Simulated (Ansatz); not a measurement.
A 6-atom cell of HfSiO4 built on tetragonal HfO2 (no longer in that coordination), 6 atoms and 54 valence electrons in a cell of about 62 Å³, was run 10 times in Ansatz 0.2.0, each time on 4 threads of Arm Neoverse V1, with other jobs on the host.

```tsv
run	k mesh	irreducible k	cutoff (eV)	plane waves	bands	SCF iterations	wall time	peak host memory (GiB)
relaxation, PBE	8×8×6	60	420	1251	33	164	?	?
relaxation, r2SCAN	8×8×4	45	500	1537	33	43	?	?
bands, PBE	8×8×4	45	420	1203	32	6	?	?
single point, r2SCAN	8×8×4	45	500	1537	32	8	?	?
single point, HSE06	4×4×4	18	420	1203	32	18	42 s	1.3
single point, PBE+SOC	8×8×4	45	420	1203	64	10	21 s	0.85
field response, r2SCAN	6×6×4	56	500	1537	33	15	54 s	1.1
relaxation, PBEsol	8×8×4	45	420	1171	33	70	?	?
Γ phonons, PBEsol	6×6×4	76	420	1171	33	15	72 s	0.95
single point, PBE0	4×4×4	18	420	1203	32	19	41 s	1.2
```

Problem. Estimate the missing times and memories.

Solution.
```tsv
run	wall time	peak host memory (GiB)
bands, PBE	4.9 s	0.44
relaxation, PBE	68 s	0.42
relaxation, r2SCAN	41 s	0.53
relaxation, PBEsol	23 s	0.4
single point, r2SCAN	6.6 s	0.48
```

Only the levels marked +SOC include spin-orbit coupling.
